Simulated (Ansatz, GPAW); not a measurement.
# TaN: 3 runs at one level of theory

```xyz
2
Lattice="0.0000 2.2113 2.2113 2.2113 0.0000 2.2113 2.2113 2.2113 0.0000" Properties=species:S:1:pos:R:3 pbc="T T T"
Ta    2.2113    2.2113    2.2113
N     0.0000    0.0000    0.0000
```

The cell comes from a database or a generator and needn't be the stable form of this composition.

Alike in all runs: task single point; functional PBE; k mesh 10 × 10 × 10; occupations gaussian, width 0.03 eV; no spin polarisation; no spin-orbit coupling. A missing gap at this level doesn't show that the real crystal is a metal. Pressure is positive in compression and, in plane waves, holds the error of the finite cutoff, which Ansatz's Pulay term estimates and takes out.

```csv
program and potentials,plane-wave cutoff (eV),notes,band gap (eV),pressure (GPa)
"Ansatz, Ansatz PAW",420,Pulay term of +0.49 GPa included,no gap,-1.37
"GPAW, GPAW PAW data sets (gpaw-data 1.2.1)",800,-,no gap,-1.58
"Ansatz, all-electron LAPW, scalar-relativistic",-,-,no gap,-1.21
```

None finds a gap. The pressure spans -1.58 (GPAW, GPAW PAW data sets (gpaw-data 1.2.1)) to -1.21 GPa (Ansatz, all-electron LAPW, scalar-relativistic), with all-electron results at -1.21.

Differences between rows come from potentials, basis sets and numerical settings, since the functional is the same but for its coding. Runs on potential files found faulty are left out.

All three runs put rocksalt TaN under slight tension, from -1.21 to -1.58 GPa, so the PBE equilibrium volume lies a little below that of this cell. Because the nitride is stiff, the contraction needed to relieve this stress should be small. The agreement in sign makes that direction secure, while the remaining spread, probably from the potentials and basis sets, limits how precisely the equilibrium volume can be inferred.

The absence of a gap follows from the electron count. Nitrogen's s and p states, mixed with Ta d, form the filled bonding bands, and formally trivalent Ta keeps two d electrons. These partly occupy the broad t2g-derived bands, in keeping with the known metallic conduction of cubic TaN. The same Ta–N covalency, together with the ionic attraction, accounts for the stiffness, whereas the electrons beyond the bonding bands add little to the cohesion. A near-zero pressure tests only the response to a uniform volume change, leaving open whether the lattice resists shear or phonon distortions.
